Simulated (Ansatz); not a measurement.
## GaS at a changed volume: ⁶⁹Ga NMR of the central transition

Cell: an entry of the Crystallography Open Database (COD), relaxed with PBE at fixed cell and then changed (volume scaled by 0.94, ions relaxed).

Space group P6_3/mmc (No. 194); a = 3.5118, c = 15.1836 Å, γ = 120.00°.

```csv
site,Wyckoff,site symmetry,x,y,z
Ga,4f,3m.,0.3333,0.6667,0.1699
S,4f,3m.,0.3333,0.6667,0.5964
```

One atom of each set is listed.

Method: Kohn–Sham DFT in Ansatz, PBE, plane waves and PAW, scalar-relativistic, 420 eV cutoff, Γ-centred 14×14×3 k-points, Fermi–Dirac smearing 0.02 eV.

⁶⁹Ga has I = 3/2 and Q = 171.0 mb (Pyykkö 2018); at 23.5 T its Larmor frequency is ν₀ = 240.8 MHz. Only the quadrupole interaction is simulated: positions count from each site's isotropic chemical shift, and shift anisotropy, dipolar and J coupling are left out.

**Question.** What does the ⁶⁹Ga spectrum (static powder) show for each site?

**Answer.** 

| site | first shell | C_Q (MHz) | η | P_Q (MHz) | δ_QIS (ppm) | breadth (kHz) |
| --- | --- | --- | --- | --- | --- | --- |
| Ga | 3 S at 2.31 Å; also 1 Ga at 2.43 Å | -33.1 | 0.00 | 33.1 | -472 | 592 |

δ_QIS = −(ν_Q²/30ν₀²)[I(I+1) − 3/4](1 + η²/3) × 10⁶ ppm with ν_Q = 3|C_Q|/[2I(2I−1)]; it falls as 1/B₀² in ppm, and the breadth as 1/B₀ in kHz.

An axis of threefold or higher order runs through Ga, so V_zz lies along it and η is zero.

At this changed cell the PBE pressure is 5 GPa.
